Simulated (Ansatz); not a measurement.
**Electron scattering at the Σ5 (210) boundary in bcc Ta with Cu (substitutional)**

Wanted: what the Σ5 (210) boundary in bcc Ta with Cu (substitutional) costs an interconnect.

Main program and level: Ansatz 0.2.0; Ansatz plane-wave DFT, PBE, PAW files; relaxation of a bicrystal slab with its lowest layers held, in the first sound run; inputs show where later runs differ.

### 1. The starting structure

The cell holds 25 atoms: 24 Ta and 1 Cu. Its edges and angles: a = 7.385 Å, b = 3.303 Å, c = 29.462 Å, α = 90.0°, β = 90.0°, γ = 90.0°. It derives from Ta. built on the (2 1 0) plane; 2 overlapping atoms removed and the grains opened by 0 Å. Vacuum lies along c.

### 2. Relaxing the bicrystal

The boundary is built by mirroring the lower grain in the boundary plane and removing any atoms that overlap; then the Cu is put in at the boundary. A thin bicrystal slab is relaxed first, with the lowest layers held and the upper grain free to shift and open.

Input file input.yaml:

```yaml
crystal:
  lattice:
    - [7.3847486598, 0.0, 0.0]
    - [0.0, 3.30256, 0.0]
    - [0.0, 0.0, 29.46187165]
  atoms:
    - { symbol: Ta, position: [0.7000000001, 0.5, 0.1697108744] }
    - { symbol: Ta, position: [1.0e-10, 0.0, 0.1947763175] }
    - { symbol: Ta, position: [0.3, 0.5, 0.2198417605] }
    - { symbol: Ta, position: [0.6, 0.0, 0.2449072036] }
    - { symbol: Ta, position: [0.9, 0.5, 0.2699726466] }
    - { symbol: Ta, position: [0.2, 0.0, 0.2950380897] }
    - { symbol: Ta, position: [0.5, 0.5, 0.3201035327] }
    - { symbol: Ta, position: [0.8, 0.0, 0.3451689758] }
    - { symbol: Ta, position: [0.1, 0.5, 0.3702344188] }
    - { symbol: Ta, position: [0.4, 0.0, 0.3952998619] }
    - { symbol: Ta, position: [0.7, 0.5, 0.4203653049] }
    - { symbol: Cu, position: [0.0, 0.0, 0.445430748] }
    - { symbol: Ta, position: [0.4, 0.0, 0.4955616341] }
    - { symbol: Ta, position: [0.1, 0.5, 0.5206270771] }
    - { symbol: Ta, position: [0.8, 0.0, 0.5456925202] }
    - { symbol: Ta, position: [0.5, 0.5, 0.5707579632] }
    - { symbol: Ta, position: [0.2, 0.0, 0.5958234063] }
    - { symbol: Ta, position: [0.9, 0.5, 0.6208888493] }
    - { symbol: Ta, position: [0.6, 0.0, 0.6459542924] }
    - { symbol: Ta, position: [0.3, 0.5, 0.6710197354] }
    - { symbol: Ta, position: [1.0e-10, 0.0, 0.6960851785] }
    - { symbol: Ta, position: [0.7000000001, 0.5, 0.7211506215] }
    - { symbol: Ta, position: [0.4000000001, 0.0, 0.7462160646] }
    - { symbol: Ta, position: [0.1000000001, 0.5, 0.7712815076] }
    - { symbol: Ta, position: [0.8000000001, 0.0, 0.7963469507] }
kpoints:
  mp_grid: { grid: [3, 7, 1] }
hamiltonian:
  xc: pbe
scf:
  occupations: { method: fermi_dirac, width: 0.1 }
relax:
  f_tol: 0.03
  max_steps: 80
  constraints: [{ sites: [0, 1, 2, 3, 4] }]
```

Started as:

```
$ ansatz run input.yaml --threads 4 --pin off --max-ram 15360MiB --backend cpu --events-out ev --progress --plain --runs-dir out
```

Numbers of over 12 decimals in the logs are rounded to 6 here.

The log of the run:

```text
Engine: ansatz 0.2.0, aarch64-unknown-linux-gnu
Pseudopotentials: kind: paw
Pseudopotential: Ta, paw, valence charge 13, recommended cutoff 420 eV (normal), Ta.paw.azcp
Pseudopotential: Cu, paw, valence charge 19, recommended cutoff 420 eV (normal), Cu.paw.azcp
Functional definition: PBE
  parameter kappa = 0.804
  parameter beta = 0.066725
  exchange = pbe_x(kappa = kappa, mu = beta*pi^2/3)
  correlation = pbe_c(beta = beta)
Crystal: 25 atoms, lattice volume = 718.533 Å³
Basis set: ecut = 420 eV, 14181 PW (Γ), exchange–correlation on 100×48×400 points (8 copies of the dense FFT grid, shifted against one another)
Bands: 199, of which v1, the nominal top of the filled ones, is band 166 counted from 1 (165 counted from 0)
Symmetry: 2 space group operations
Space group: Pm (ITA 6), of the structure as read, at distance tolerance 9.0e-5 Å
k-points: 8 of 21 (time reversal used)
Non-local potential: Ta, projectors of the file, l = 0: 3, l = 1: 2, l = 2: 2, l = 3: 1
Non-local potential: Cu, projectors of the file, l = 0: 3, l = 1: 2, l = 2: 3, l = 3: 1
PAW form: soft (Blöchl's): semilocal exchange-correlation on the pseudo side does not see the compensation charge
PAW one-centre angular grid: Ta, 590 points (default); XC on 64 Gauss nodes
PAW one-centre angular grid: Cu, 590 points (default); XC on 64 Gauss nodes
Initial density: superposition of atomic densities (neutral atoms: chi_scale 0, normalization atom), corrected by the library's trained network
Initial wavefunctions: pseudopotential atomic-orbital guess
Functional: x = pbe(κ = 0.804, μ = 0.219515), c = pbe(β = 0.066725)
SCF iter   1: F=—  HF=-244988.382000 eV  |F-HF|=—  |Δ(HF+E_count)|=         —  Δρ=6.77e-3  dr2=1.12e1  ethr=1.77e-3  ⟨swp⟩=9.4  Hψ=7415  notcnv=0  defer=2
preconditioner: auto → LDOS  [metal: Δε(μ)=0.006 eV  Ē_g=3.748 eV  σ=0.100 eV  W_gap=0.02  n_scr=164 (ndim 8)  ℏωp=15.9 eV  f_vac=0.288  D(μ)=29.85/eV (n_scr^D=276)  β→1.0]
SCF iter   2: F=—  HF=-244988.206658 eV  |F-HF|=—  |Δ(HF+E_count)|=   1.75e-1  Δρ=3.09e-3  dr2=1.57e-1  ethr=1.77e-3  ⟨swp⟩=2.4  Hψ=1972  notcnv=0  defer=3
SCF iter   3: F=—  HF=-244988.212905 eV  |F-HF|=—  |Δ(HF+E_count)|=   6.25e-3  Δρ=4.75e-3  dr2=1.18e-1  ethr=4.75e-5  ⟨swp⟩=2.2  Hψ=3194  notcnv=0  defer=6
SCF iter   4: F=—  HF=-244988.197701 eV  |F-HF|=—  |Δ(HF+E_count)|=   1.52e-2  Δρ=1.16e-3  dr2=8.08e-3  ethr=3.58e-5  ⟨swp⟩=2.0  Hψ=2897  notcnv=0  defer=6
SCF iter   5: F=—  HF=-244988.195875 eV  |F-HF|=—  |Δ(HF+E_count)|=   1.83e-3  Δρ=1.66e-4  dr2=2.92e-4  ethr=2.44e-6  ⟨swp⟩=2.4  Hψ=3112  notcnv=0  defer=5
SCF iter   6: F=—  HF=-244988.195961 eV  |F-HF|=—  |Δ(HF+E_count)|=   8.52e-5  Δρ=7.51e-5  dr2=6.22e-5  ethr=8.83e-8  ⟨swp⟩=2.2  Hψ=2190  notcnv=0  defer=5
SCF iter   7: F=-244988.195975 eV  HF=-244988.195976 eV  |F-HF|=8.14e-7  |Δ(HF+E_count)|=   1.50e-5  Δρ=1.71e-5  dr2=4.30e-6  ethr=6.80e-9  ⟨swp⟩=5.1  Hψ=5560  notcnv=0
SCF 1 converged in 7 iterations: F = -244988.195975 eV  dr2 = 4.30e-6
  greatest PAW one-centre occupation: 1.000 electrons in one spin orbital (limit 2), on the Cu atom at site 11 (counted from 0), in its partial waves of l = 0
relax step   1: F+E_penalty+E_count = -244988.19597484 eV  Δ(F+E_penalty+E_count) = +0.000e0 eV  max|allowed force component| = 1.682e0 eV/Å  Δτ_max = 0.0000 Å  (7 SCF iters, dr2 threshold 2.25e-5 eV, accepted)
Initial density: handed on by an earlier stage of this run
Initial wavefunctions: those handed on with the density
SCF iter   1: F=—  HF=-244989.365263 eV  |F-HF|=—  |Δ(HF+E_count)|=         —  Δρ=1.25e-2  dr2=1.09e1  ethr=3.10e-3  ⟨swp⟩=5.9  Hψ=3439  notcnv=0  defer=8
preconditioner: auto → LDOS  [metal: Δε(μ)=0.016 eV  Ē_g=3.757 eV  σ=0.100 eV  W_gap=0.04  n_scr=164 (ndim 8)  ℏωp=15.9 eV  f_vac=0.292  D(μ)=31.35/eV (n_scr^D=290)  β→1.0]
SCF iter   2: F=—  HF=-244988.922865 eV  |F-HF|=—  |Δ(HF+E_count)|=   4.42e-1  Δρ=6.58e-3  dr2=5.86e-1  ethr=3.10e-3  ⟨swp⟩=3.0  Hψ=2177  notcnv=0  defer=7
SCF iter   3: F=—  HF=-244988.946006 eV  |F-HF|=—  |Δ(HF+E_count)|=   2.31e-2  Δρ=1.09e-2  dr2=6.93e-1  ethr=1.77e-4  ⟨swp⟩=2.8  Hψ=3176  notcnv=0  defer=7
SCF iter   4: F=—  HF=-244988.867143 eV  |F-HF|=—  |Δ(HF+E_count)|=   7.89e-2  Δρ=4.82e-3  dr2=1.20e-1  ethr=1.77e-4  ⟨swp⟩=2.4  Hψ=3417  notcnv=0  defer=7
SCF iter   5: F=—  HF=-244988.848115 eV  |F-HF|=—  |Δ(HF+E_count)|=   1.90e-2  Δρ=3.19e-4  dr2=1.75e-3  ethr=3.61e-5  ⟨swp⟩=2.0  Hψ=2811  notcnv=0  defer=7
SCF iter   6: F=—  HF=-244988.847036 eV  |F-HF|=—  |Δ(HF+E_count)|=   1.08e-3  Δρ=1.49e-4  dr2=1.83e-4  ethr=5.30e-7  ⟨swp⟩=2.4  Hψ=2161  notcnv=0  defer=7
SCF iter   7: F=-244988.847045 eV  HF=-244988.847057 eV  |F-HF|=1.14e-5  |Δ(HF+E_count)|=   2.05e-5  Δρ=3.51e-5  dr2=1.59e-5  ethr=3.02e-8  ⟨swp⟩=3.1  Hψ=5706  notcnv=0
SCF 2 converged in 7 iterations: F = -244988.847045 eV  dr2 = 1.59e-5
relax step   2: F+E_penalty+E_count = -244988.84704519 eV  Δ(F+E_penalty+E_count) = -6.511e-1 eV  max|allowed force component| = 8.060e-1 eV/Å  Δτ_max = 0.1948 Å  (7 SCF iters, dr2 threshold 1.00e-4 eV, accepted)
SCF iter   1: F=—  HF=-244989.650066 eV  |F-HF|=—  |Δ(HF+E_count)|=         —  Δρ=1.25e-2  dr2=2.06e1  ethr=3.10e-3  ⟨swp⟩=5.6  Hψ=4071  notcnv=0  defer=5
preconditioner: auto → LDOS  [metal: Δε(μ)=0.019 eV  Ē_g=3.796 eV  σ=0.100 eV  W_gap=0.05  n_scr=164 (ndim 8)  ℏωp=15.9 eV  f_vac=0.296  D(μ)=30.44/eV (n_scr^D=288)  β→1.0]
SCF iter   2: F=—  HF=-244989.313001 eV  |F-HF|=—  |Δ(HF+E_count)|=   3.37e-1  Δρ=5.42e-3  dr2=5.00e-1  ethr=3.10e-3  ⟨swp⟩=1.5  Hψ=1849  notcnv=0  defer=8
SCF iter   3: F=—  HF=-244989.400180 eV  |F-HF|=—  |Δ(HF+E_count)|=   8.72e-2  Δρ=1.33e-2  dr2=8.95e-1  ethr=1.51e-4  ⟨swp⟩=2.0  Hψ=3166  notcnv=0  defer=9
SCF iter   4: F=—  HF=-244989.284050 eV  |F-HF|=—  |Δ(HF+E_count)|=   1.16e-1  Δρ=3.71e-3  dr2=7.25e-2  ethr=1.51e-4  ⟨swp⟩=2.0  Hψ=3415  notcnv=0  defer=9
SCF iter   5: F=—  HF=-244989.272735 eV  |F-HF|=—  |Δ(HF+E_count)|=   1.13e-2  Δρ=2.48e-4  dr2=8.38e-4  ethr=2.19e-5  ⟨swp⟩=2.1  Hψ=2870  notcnv=0  defer=9
SCF iter   6: F=—  HF=-244989.271622 eV  |F-HF|=—  |Δ(HF+E_count)|=   1.11e-3  Δρ=1.47e-4  dr2=2.46e-4  ethr=2.53e-7  ⟨swp⟩=3.0  Hψ=2493  notcnv=0  defer=9
SCF iter   7: F=-244989.271608 eV  HF=-244989.271627 eV  |F-HF|=1.96e-5  |Δ(HF+E_count)|=   5.28e-6  Δρ=5.42e-5  dr2=2.98e-5  ethr=1.23e-8  ⟨swp⟩=3.4  Hψ=5927  notcnv=0
SCF 3 converged in 7 iterations: F = -244989.271608 eV  dr2 = 2.98e-5
relax step   3: F+E_penalty+E_count = -244989.27160783 eV  Δ(F+E_penalty+E_count) = -4.246e-1 eV  max|allowed force component| = 4.619e-1 eV/Å  Δτ_max = 0.1944 Å  (7 SCF iters, dr2 threshold 4.06e-5 eV, accepted)
[... from here on, the SCF cycles and remarks between the steps are left out ...]
relax step   4: F+E_penalty+E_count = -244989.57050754 eV  Δ(F+E_penalty+E_count) = -2.989e-1 eV  max|allowed force component| = 2.786e-1 eV/Å  Δτ_max = 0.2000 Å  (8 SCF iters, dr2 threshold 4.90e-5 eV, accepted)
relax step   5: F+E_penalty+E_count = -244989.74278172 eV  Δ(F+E_penalty+E_count) = -1.723e-1 eV  max|allowed force component| = 2.488e-1 eV/Å  Δτ_max = 0.2000 Å  (8 SCF iters, dr2 threshold 2.55e-5 eV, accepted)
relax step   6: F+E_penalty+E_count = -244989.80520482 eV  Δ(F+E_penalty+E_count) = -6.242e-2 eV  max|allowed force component| = 1.461e-1 eV/Å  Δτ_max = 0.1946 Å  (8 SCF iters, dr2 threshold 2.25e-5 eV, accepted)
relax step   7: F+E_penalty+E_count = -244989.80577610 eV  Δ(F+E_penalty+E_count) = -5.713e-4 eV  max|allowed force component| = 1.561e-1 eV/Å  Δτ_max = 0.0826 Å  (7 SCF iters, dr2 threshold 7.37e-6 eV, accepted)
relax step   8: F+E_penalty+E_count = -244989.81290084 eV  Δ(F+E_penalty+E_count) = -7.125e-3 eV  max|allowed force component| = 5.798e-2 eV/Å  Δτ_max = 0.0272 Å  (6 SCF iters, dr2 threshold 8.41e-6 eV, accepted)
relax step   9: F+E_penalty+E_count = -244989.81634806 eV  Δ(F+E_penalty+E_count) = -3.447e-3 eV  max|allowed force component| = 7.872e-2 eV/Å  Δτ_max = 0.1199 Å  (10 SCF iters, accepted)
relax step  10: F+E_penalty+E_count = -244989.81884634 eV  Δ(F+E_penalty+E_count) = -2.498e-3 eV  max|allowed force component| = 3.180e-2 eV/Å  Δτ_max = 0.0318 Å  (9 SCF iters, accepted)
SCF iter   1: F=—  HF=-244989.825640 eV  |F-HF|=—  |Δ(HF+E_count)|=         —  Δρ=2.89e-3  dr2=1.03e-1  ethr=5.85e-4  ⟨swp⟩=4.4  Hψ=3134  notcnv=0  defer=11
preconditioner: auto → LDOS  [metal: Δε(μ)=0.014 eV  Ē_g=3.899 eV  σ=0.100 eV  W_gap=0.04  n_scr=164 (ndim 8)  ℏωp=15.9 eV  f_vac=0.315  D(μ)=29.17/eV (n_scr^D=272)  β→1.0]
SCF iter   2: F=—  HF=-244989.822738 eV  |F-HF|=—  |Δ(HF+E_count)|=   2.90e-3  Δρ=8.02e-4  dr2=5.65e-2  ethr=3.10e-5  ⟨swp⟩=2.0  Hψ=3116  notcnv=0  defer=11
SCF iter   3: F=—  HF=-244989.821103 eV  |F-HF|=—  |Δ(HF+E_count)|=   1.64e-3  Δρ=2.52e-4  dr2=5.21e-3  ethr=1.71e-5  ⟨swp⟩=1.2  Hψ=1583  notcnv=0  defer=11
SCF iter   4: F=—  HF=-244989.821218 eV  |F-HF|=—  |Δ(HF+E_count)|=   1.16e-4  Δρ=3.83e-4  dr2=9.94e-4  ethr=1.58e-6  ⟨swp⟩=2.0  Hψ=2107  notcnv=0  defer=11
SCF iter   5: F=—  HF=-244989.821113 eV  |F-HF|=—  |Δ(HF+E_count)|=   1.05e-4  Δρ=2.76e-4  dr2=3.49e-4  ethr=3.00e-7  ⟨swp⟩=2.0  Hψ=2967  notcnv=0  defer=11
SCF iter   6: F=—  HF=-244989.821076 eV  |F-HF|=—  |Δ(HF+E_count)|=   3.65e-5  Δρ=3.52e-5  dr2=1.52e-5  ethr=1.05e-7  ⟨swp⟩=2.0  Hψ=2872  notcnv=0  defer=11
SCF iter   7: F=—  HF=-244989.819994 eV  |F-HF|=—  |Δ(HF+E_count)|=   1.08e-3  Δρ=1.68e-5  dr2=2.05e-6  ethr=4.58e-9  ⟨swp⟩=2.0  Hψ=2051  notcnv=0  defer=11
SCF iter   8: F=—  HF=-244989.819994 eV  |F-HF|=—  |Δ(HF+E_count)|=   3.91e-7  Δρ=6.54e-6  dr2=2.95e-7  ethr=6.20e-10  ⟨swp⟩=2.2  Hψ=2948  notcnv=0  defer=11
SCF iter   9: F=-244989.819994 eV  HF=-244989.819994 eV  |F-HF|=8.60e-8  |Δ(HF+E_count)|=   1.43e-9  Δρ=3.83e-6  dr2=7.95e-8  ethr=3.02e-11  ⟨swp⟩=5.0  Hψ=5607  notcnv=0
SCF 11 converged in 9 iterations: F = -244989.819994 eV  dr2 = 7.95e-8
relax step  11: F+E_penalty+E_count = -244989.81999405 eV  Δ(F+E_penalty+E_count) = -1.148e-3 eV  max|allowed force component| = 2.740e-2 eV/Å  Δτ_max = 0.0487 Å  (9 SCF iters, accepted)
SCF converged after 9 iterations
Free energy (F): -244989.819994 eV
Harris-Foulkes:  -244989.819994 eV  (|F-HF|=8.60e-8)
Internal energy: -244988.858130 eV  (E = F + TS)
E sigma→0 (E₀):  -244989.339062 eV
Entropy (-TS):   -0.961864 eV (-38.475 meV/atom)
Fermi energy:    10.158123 eV
--- Per-component energies (eV) ---
  E_band       = -5681.642668
  E_kinetic    = 9056.146153
  E_local      = -301425.482173  (includes V_loc(G=0)·N_el)
  E_nonlocal   = 737.865661
  E_hartree    = 147044.282320
  E_xc         = -5318.122985
  E_vxc        = -4993.380762  (∫ρ·V_xc dr)
  E_paw        = -203171.975386  (= ΣΔE_a)
  E_vpaw       = -3145.303825  (= ΣTr[D̂ρ^β])
  E_aug_tail   = 0.003883  (compensation charges beyond the density's cutoff)
  E_ewald      = 108088.424396
  E_smearing   = -0.961864  (= −TS)
  E_closure    = 0.000000  (closes the sum)
  Σ components = -244989.819994   (vs F -244989.819994, Δ=0.00e0)
--- Forces (eV/Å), atoms counted from 1 ---
  atom   1  Ta     0.42330701    -0.00000000     1.72402018
  atom   2  Ta    -0.72124851     0.00000000    -0.17034633
  atom   3  Ta    -0.10168115     0.00000000    -0.29408235
  atom   4  Ta     0.42129616    -0.00000000    -1.09905249
  atom   5  Ta    -0.01202355     0.00000000    -0.18500789
  atom   6  Ta     0.00906637    -0.00000000     0.00296092
  atom   7  Ta     0.00343365    -0.00000000    -0.00818147
  atom   8  Ta     0.00753912     0.00000000     0.02588621
  atom   9  Ta     0.01550591    -0.00000000     0.01498627
  atom  10  Ta    -0.02622275     0.00000000     0.02360281
  atom  11  Ta    -0.00578747     0.00000000     0.00199523
  atom  12  Cu    -0.00964085     0.00000000    -0.01638256
  atom  13  Ta     0.02740329    -0.00000000    -0.01773032
  atom  14  Ta     0.00568023    -0.00000000     0.00467343
  atom  15  Ta    -0.01549370     0.00000000     0.00206202
  atom  16  Ta     0.00084947     0.00000000     0.00605665
  atom  17  Ta    -0.01281357     0.00000000    -0.00383884
  atom  18  Ta    -0.00363274    -0.00000000    -0.00271491
  atom  19  Ta     0.00709585    -0.00000000     0.00815566
  atom  20  Ta    -0.00025526    -0.00000000    -0.00463498
  atom  21  Ta    -0.00131456     0.00000000    -0.00449728
  atom  22  Ta    -0.00127354     0.00000000    -0.00044125
  atom  23  Ta     0.00292305    -0.00000000    -0.00208468
  atom  24  Ta    -0.00691662     0.00000000    -0.00690226
  atom  25  Ta    -0.00571972    -0.00000000     0.00149948
  max |Σ_I F_I| component: 7.61e-5 eV/Å
--- Relaxed structure (11 steps of the walk, 11 accepted, 0 SCFs on fresh bases) ---
  F+E_penalty+E_count = -244989.81999405 eV   max|allowed force component| = 2.740e-2 eV/Å
  atoms:
    - { symbol: Ta, position: [0.7000000001, 0.500000, 0.169711] }
    - { symbol: Ta, position: [9.999999999999999e-11, 0.0, 0.194776] }
    - { symbol: Ta, position: [0.3, 0.500000, 0.219842] }
    - { symbol: Ta, position: [0.6, 0.0, 0.244907] }
    - { symbol: Ta, position: [0.9, 0.500000, 0.269973] }
    - { symbol: Ta, position: [0.197310, 6.677270657773765e-19, 0.294166] }
    - { symbol: Ta, position: [0.503074, 0.500000, 0.318505] }
    - { symbol: Ta, position: [0.804777, -1.1858942277114099e-18, 0.349032] }
    - { symbol: Ta, position: [0.103481, 0.500000, 0.369814] }
    - { symbol: Ta, position: [0.415347, -3.810042619646621e-18, 0.388511] }
    - { symbol: Ta, position: [0.687749, 0.500000, 0.434756] }
    - { symbol: Cu, position: [-0.011821, 2.934555074398394e-18, 0.433858] }
    - { symbol: Ta, position: [0.369549, 7.559580164953276e-18, 0.476538] }
    - { symbol: Ta, position: [0.073183, 0.500000, 0.499821] }
    - { symbol: Ta, position: [0.777114, 5.681451300725202e-18, 0.519219] }
    - { symbol: Ta, position: [0.480783, 0.500000, 0.547357] }
    - { symbol: Ta, position: [0.179922, 4.984556151109357e-18, 0.573711] }
    - { symbol: Ta, position: [0.876914, 0.500000, 0.596067] }
    - { symbol: Ta, position: [0.573114, 6.67448372958392e-18, 0.622140] }
    - { symbol: Ta, position: [0.272936, 0.500000, 0.650266] }
    - { symbol: Ta, position: [-0.026602, 6.603982516750535e-18, 0.674019] }
    - { symbol: Ta, position: [0.671076, 0.500000, 0.697330] }
    - { symbol: Ta, position: [0.364455, 8.82410715880752e-18, 0.725146] }
    - { symbol: Ta, position: [0.063047, 0.500000, 0.748306] }
    - { symbol: Ta, position: [0.767243, 8.132111020399568e-18, 0.765226] }
```

It took 6.1 min on 4 threads of Arm Neoverse V2, shared host; peak memory 3 GiB.

Relaxation path:

```tsv
step	energy less that of the first step (eV)	largest force component (eV/Å)
1	0.0000	1.6816
2	-0.6511	0.8060
3	-1.0756	0.4619
4	-1.3745	0.2786
5	-1.5468	0.2488
6	-1.6092	0.1461
7	-1.6098	0.1561
8	-1.6169	0.0580
9	-1.6204	0.0787
10	-1.6229	0.0318
11	-1.6240	0.0274
```

Forces are held to the 2 operations that the run works with; a distortion that breaks them can't arise in this run.

The atoms that moved most (Å):

```tsv
atom	dx	dy	dz	length
Ta25	-0.242	0.000	-0.917	0.948
Ta15	-0.169	0.000	-0.780	0.798
Ta18	-0.170	0.000	-0.731	0.751
Ta22	-0.214	0.000	-0.702	0.734
Ta24	-0.273	0.000	-0.677	0.730
Ta19	-0.199	0.000	-0.702	0.729
Ta16	-0.142	0.000	-0.689	0.704
Ta21	-0.196	0.000	-0.650	0.679
```

This step gave:

| Quantity | Value |
| --- | --- |
| free energy | -244989.8200 eV |
| energy at zero smearing | -244989.3391 eV |
| Fermi energy | 10.16 eV |

The largest force component on a free atom ends at 0.027 eV/Å, under the tolerance of 0.03, after 11 steps.

(Continued in part 2 of 2.)

[Logs are printed without paths, hosts, clocks, repeated set-up lines and the standing remarks that a program may print on its own settings, such as how far it seeks lower states.]

[Hosts, paths, dates, database ids (printed as entryN), source tags and the programs' standing remarks are cut or masked in the printed files.]
